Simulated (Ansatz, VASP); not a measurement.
## Two plane-wave programs on TePb

The input INCAR:

```
SYSTEM = TePb
PREC = Accurate ; ENCUT = 520
EDIFF = 1E-7 ; ISMEAR = -1
SIGMA = 0.05 ; LREAL = .FALSE.
LASPH = .TRUE. ; NELM = 60
ALGO = Normal ; ISIF = 2
LWAVE = .FALSE. ; LCHARG = .FALSE.
GGA = PE ; NBANDS = 17
```

File KPOINTS:

```
regular mesh
0
G
  7 7 7
  0 0 0
```

File POSCAR:

```
TePb
1.0
    4.0549547108      0.0000000000      0.0000000000
    0.0000000000      4.0549547108      0.0000000000
    0.0000000000      0.0000000000      4.0549547108
Pb Te
1 1
Direct
    0.0000000000      0.0000000000      0.0000000000
    0.5000000000      0.5000000000      0.5000000000
```

input.yaml

```yaml
crystal:
  lattice:
    - [4.0549547108, 0.0, 0.0]
    - [0.0, 4.0549547108, 0.0]
    - [0.0, 0.0, 4.0549547108]
  atoms:
    - { symbol: Pb, position: [0.0, 0.0, 0.0] }
    - { symbol: Te, position: [0.5, 0.5, 0.5] }
hamiltonian:
  xc: pbe
  pseudopotentials: { kind: paw }
kpoints:
  mp_grid: { grid: [7, 7, 7] }
scf:
  occupations: { method: fermi_dirac, width: 0.05 }
output:
  forces: true
  stress: true
  eigenvalues: true
  write_density: true
  write_potential: true
  elf: true
  volumetric_format: npy
```

Change from the starting cell: volume scaled by 1.04.

Alike in both runs: task single point; functional PBE; k mesh 7 × 7 × 7; occupations fermi-dirac, width 0.05 eV; no spin polarisation.

```csv
,VASP,Ansatz
version,VASP 6.6.1,Ansatz 0.2.0
potentials or method,"VASP PAW PBE potentials, release 64 (Pb_d, Te)",Ansatz PAW
plane-wave cutoff (eV),520,420
valence electrons in the cell,20,30
```

```csv
,VASP,Ansatz,Ansatz less VASP
gap on the k mesh at the Fermi level (eV),none,none,-
pressure (GPa),-1.5,-1.5,+0.04
```

A gap of «none» marks a metal or a gap that the smearing closes. The two sets of potentials don't hold the same shells in valence.

The runs have no spin-orbit coupling, so splittings on Pb, Te are missing.
